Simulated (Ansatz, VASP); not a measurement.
## Two plane-wave programs on W

```
CELL_PARAMETERS angstrom
0.00000 2.01638 2.01638
2.01638 0.00000 2.01638
2.01638 2.01638 0.00000
ATOMIC_POSITIONS crystal
W 0.00000 0.00000 0.00000
```

This isn't the form of W at room conditions, which is bcc.

Alike in both runs: task single point; functional PBE; k mesh 11 × 11 × 11; occupations fermi-dirac, width 0.05 eV; no spin polarisation.

|  | VASP | Ansatz |
| --- | --- | --- |
| version | VASP 6.6.1 | Ansatz 0.2.0 |
| potentials or method | VASP PAW PBE potentials, release 64 (W_sv) | Ansatz PAW soft_1 |
| plane-wave cutoff (eV) | 520 | 420 |
| valence electrons in the cell | 14 | 14 |

Ansatz gave:

| Property | Result |
| --- | --- |
| gap on the k mesh at the Fermi level (eV) | none |
| pressure (GPa) | 0.9 |

Q: What did VASP give for the same quantities?

A: gap on the k mesh at the Fermi level (eV): none; pressure (GPa): 1.3.

A gap of «none» marks a metal or a gap that the smearing closes.

The runs have no spin-orbit coupling, so splittings on W are missing.
